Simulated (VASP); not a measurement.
# Ge (I4_1/amd) in VASP: single point with PBE

Aim: the single point of Ge with PBE.

Program: VASP 6.6.1. These are calculated values, not measurements. Logs are shortened: lines on timing, memory, paths and dates and some standing lists are left out, and cuts for length are marked.

## Step 1: The cell of the first run

Symmetry: I4_1/amd, No. 141, tetragonal system. The conventional cell has a = 4.074 Å, b = 4.074 Å, c = 5.613 Å, α = 90.00°, β = 90.00°, γ = 90.00°. Ge (site symmetry -4m2) has 4 Ge at 2.47 Å as nearest neighbours.

The cell was built by a generator and needn't be a form met in nature.

## Step 2: Single point, PBE (epitaxial_xy strain +1.6%)

INCAR

```
SYSTEM = Ge
PREC = Accurate
ENCUT = 520
EDIFF = 1E-7
ISMEAR = -1
SIGMA = 0.02
LREAL = .False.
LASPH = .True.
NELM = 100
ALGO = Fast
ISIF = 2
LWAVE = .False.
LCHARG = .False.
GGA = PE
NBANDS = 21
```

KPOINTS

```
regular mesh
0
Gamma
  8 8 8
  0 0 0
```

POSCAR

```
Ge
1.0
    0.0000000000      2.8808450516      2.8066145844
    2.8808450516      0.0000000000      2.8066145844
    2.8808450516      2.8808450516      0.0000000000
Ge
2
Direct
    0.0000000000      0.0000000000      0.0000000000
    0.2500000000      0.2500000000      0.2500000000
```

Potentials or basis: VASP PAW PBE potentials, release 64 (Ge_d).

Run with:

```sh
cat potpaw_PBE.64/Ge_d/POTCAR > POTCAR
mpirun -np 1 vasp_std > vasp.out
```

OUTCAR:

```text
SYSTEM = Ge
   PREC = Accurate
   ENCUT = 520
   EDIFF = 1E-7
   ISMEAR = -1
   LREAL = .False.
   LASPH = .True.
   NELM = 100
   ISIF = 2
   GGA = PE

 ion  position               nearest neighbor table
   1  0.000  0.000  0.000-   2 2.47   2 2.47   2 2.47   2 2.47
   2  0.250  0.250  0.250-   1 2.47   1 2.47   1 2.47   1 2.47

  LATTYP: Found a body centered tetragonal cell.
 ALAT       =     4.0741301431
 C/A-ratio  =     1.3777736527

  Lattice vectors:

 A1 = (   0.0000000000,  -2.8808450516,  -2.8066145844)
 A2 = (   0.0000000000,   2.8808450516,  -2.8066145844)
 A3 = (   2.8808450516,   0.0000000000,   2.8066145844)

Analysis of symmetry for initial positions (statically):
=====================================================================
 Subroutine PRICEL returns:
 Original cell was already a primitive cell.

 Routine SETGRP: Setting up the symmetry group for a
 body centered tetragonal supercell.

 Subroutine GETGRP returns: Found 16 space group operations
 (whereof  8 operations were pure point group operations)
 out of a pool of 16 trial point group operations.

The static configuration has the point symmetry D_2d.
 The point group associated with its full space group is D_4h.

Analysis of symmetry for dynamics (positions and initial velocities):
=====================================================================
 Subroutine PRICEL returns:
 Original cell was already a primitive cell.

 Routine SETGRP: Setting up the symmetry group for a
 body centered tetragonal supercell.

 Subroutine GETGRP returns: Found 16 space group operations
 (whereof  8 operations were pure point group operations)
 out of a pool of 16 trial point group operations.

The dynamic configuration has the point symmetry D_2d.
 The point group associated with its full space group is D_4h.

 Subroutine INISYM returns: Found 16 space group operations
 (whereof  8 operations are pure point group operations),
 and found     1 'primitive' translations

----------------------------------------------------------------------------------------

                                     Primitive cell

  volume of cell :      46.5857

  direct lattice vectors                    reciprocal lattice vectors
     0.000000000  2.880845052  2.806614584    -0.173560185  0.173560185  0.178150574
[... 82 lines left out ...]
   LSORBIT =      F    spin-orbit coupling
   LASPH  =      T    aspherical Exc in radial PAW
   ENCUT  =  520.0 eV  38.22 Ry    6.18 a.u.   7.48  7.48  7.58*2*pi/ulx,y,z
   NELM   =    100;   NELMIN=  2; NELMDL= -5     # of ELM steps
   EDIFF  = 0.1E-06   stopping-criterion for ELM
   LREAL  =      F    real-space projection
   EDIFFG = 0.1E-05   stopping-criterion for IOM
   NSW    =      0    number of steps for IOM
   IBRION =     -1    ionic relax: 0-MD 1-quasi-New 2-CG
   NFREE  =      0    steps in history (QN), initial steepest desc. (CG)
   ISIF   =      2    stress and relaxation
   ISYM   =      2    0-nonsym 1-usesym 2-fastsym
   POTIM  = 0.5000    time-step for ionic-motion
   TEBEG  =    0.0;   TEEND  =   0.0 temperature during run
   PSTRESS=    0.0 pullay stress
   NELECT =      28.0000    total number of electrons
   NUPDOWN=      -1.0000    fix difference up-down
   EMIN   =  10.00;   EMAX   =-10.00  energy-range for DOS
   EFERMI =   0.00;   METHOD = LEGACY
   ISMEAR =    -1;   SIGMA  =   0.02  broadening in eV -4-tet -1-fermi 0-gaus
   EFERMI_NEDOS =   21; number of points for ismear=-14 and -15
   IALGO  =     68    algorithm
   IMIX   =      4    mixing-type and parameters
     AMIX     =   0.40;   BMIX     =  1.00
     AMIX_MAG =   1.60;   BMIX_MAG =  1.00
  volume/ion in A,a.u.               =      23.29       157.19
  Fermi-wavevector in a.u.,A,eV,Ry     =   1.381582  2.610811 25.970375  1.908769
  Thomas-Fermi vector in A             =   2.506353
   LORBIT       =      0    0 simple, 1 ext, 2 COOP (PROOUT), +10 PAW based schemes
   GGA     = PE    functional components
   LHFCALC =     F    Hartree Fock is set to
   AEXX    =    0.0000 exact exchange contribution
   IVDW    =     0    specifies the selected vdW correction
   LEPSILON=     F    determine dielectric tensor
   LRPA    =     F    only Hartree local field effects (RPA)
 non-spin polarized calculation
 RMM-DIIS sequential band-by-band and
  energy-cutoff  :      520.00
  volume of cell :       46.59
 maximum number of plane-waves:      1279
 NGX is ok and might be reduce to    30
   NGX = 15   NGY = 15   NGZ = 15

 number of electron      28.0000007 magnetization

 Free energy of the ion-electron system (eV)
  ---------------------------------------------------
  ext. energy  EPLUGINS =         0.00000000
  ---------------------------------------------------
  free energy    TOTEN  =        -9.01598045 eV

  energy without entropy =       -9.01593222  energy(sigma->0) =       -9.01595633

 E-fermi :   4.7261     XC(G=0):  -9.7890

 val. band max:        4.6578137840   @ k =   0.0000   0.0000   0.0000
 cond. band min:       4.8092644931   @ k =   0.5000  -0.0000   0.0000
 fundamental gap:      0.1514507091
 Fermi energy:         4.7260923330

 k-point     1 :       0.0000    0.0000    0.0000
  band No.  band energies     occupation
      1     -20.0579      2.00000
      2     -20.0525      2.00000
      3     -20.0525      2.00000
      4     -20.0210      2.00000
      5     -20.0197      2.00000
      6     -19.8287      2.00000
[... 565 lines left out ...]
     20      13.9396      0.00000
     21      14.9660      0.00000

 [... further k-points ...]

------------------------ aborting loop because EDIFF is reached ----------------------------------------

  FORCE on cell =-STRESS in cart. coord.  units (eV):
  Direction    XX          YY          ZZ          XY          YZ          ZX
  --------------------------------------------------------------------------------------
  -------------------------------------------------------------------------------------
  Total        0.2898407      0.2898407      0.7769666      0.0000000      0.0000000      0.0000000
  in kB        9.9682153      9.9682153     26.7214723      0.0000000      0.0000000      0.0000000
  external PRESSURE =      15.5526343 kB  Pullay stress =       0.0000000 kB

 VOLUME and BASIS-vectors are now :
 -----------------------------------------------------------------------------
  energy-cutoff  :      520.00
  volume of cell :       46.59
      direct lattice vectors                 reciprocal lattice vectors
     0.000000000  2.880845052  2.806614584    -0.173560185  0.173560185  0.178150574
     2.880845052  0.000000000  2.806614584     0.173560185 -0.173560185  0.178150574
     2.880845052  2.880845052  0.000000000     0.173560185  0.173560185 -0.178150574

 POSITION                                       TOTAL-FORCE (eV/Angst)
 -----------------------------------------------------------------------------------
      0.00000      0.00000      0.00000         0.000000      0.000000      0.000000
      1.44042      1.44042      1.40331        -0.000000     -0.000000     -0.000000
 -----------------------------------------------------------------------------------
    total drift:                                0.000000      0.000000      0.000000

  FREE ENERGIE OF THE ION-ELECTRON SYSTEM (eV)
  ---------------------------------------------------
  free  energy   TOTEN  =        -9.0159804535 eV

  energy  without entropy=       -9.0159322156  energy(sigma->0) =       -9.01595633
```

It took 34 s on 1 thread of AMD EPYC 9R45 (Zen 5), shared host; peak memory 0.16 GiB.

Results:

```yaml
Free_energy: -9.0160 eV
Pressure: 1.6 GPa
Band_gap_on_the_k_mesh: 0.15 eV, indirect (least direct gap 0.19 eV)
```

Levels at points of the mesh, in eV from the valence-band top:
| k point | band 12 | band 13 | band 14 | band 15 | band 16 | band 17 |
| --- | --- | --- | --- | --- | --- | --- |
| (0.00, 0.00, 0.00) | -0.17 | 0.00 | 0.00 | 0.19 | 2.52 | 2.65 |
| (0.50, 0.00, 0.00) | -7.40 | -1.41 | -1.19 | 0.15 | 3.72 | 3.89 |
| (0.50, 0.50, 0.00) | -8.64 | -3.03 | -3.03 | 0.72 | 0.72 | 9.36 |
| (0.50, 0.00, 0.50) | -8.75 | -2.85 | -2.85 | 0.92 | 0.92 | 9.30 |

A k mesh can miss the band edges.
